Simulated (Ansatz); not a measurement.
Start from LiI in the rock salt structure (space group Fm-3m, No. 225; a = 6.019 Å).

Method: DFT with PBE, PAW potentials and a 420 eV plane-wave cutoff in Ansatz (a first-principles code), scalar-relativistic without spin-orbit coupling.

One change was made to it. Results:

The band gap rises by 0.118 eV to 4.36 eV; the electron mass becomes 0.87 mₑ along k, 0.47 mₑ across (at X) (base: 0.29 mₑ (at Γ)); the gap character goes from indirect, K–Γ (79 % along) → Γ to indirect, a point along ⟨110⟩, about 0.3 Å⁻¹ from Γ → X; the smallest direct gap grows by 0.17 eV (4.26 eV → 4.43 eV).

Task: Name the change that was made.
A) pressure −2 GPa
B) pressure −1 GPa
C) pressure 9 GPa
D) pressure 0.9 GPa

Result: D, pressure 0.9 GPa. For comparison, the electron mass in the other runs: pressure −1 GPa gives 0.29 mₑ (at Γ); pressure 9 GPa gives 1.1 mₑ along k, 0.47 mₑ across (at X); pressure −2 GPa gives 0.30 mₑ (at Γ).

Spin-orbit coupling, missing from the scalar runs, can matter with I. Load acts through the strain it causes; cell and atoms are relaxed under it. Masses are band curvatures over ±0.01 Å⁻¹ around the edge. Along k means along the line from Γ to the band edge. Whether these cells are dynamically stable was not tested. Competing high-pressure phases were not computed.
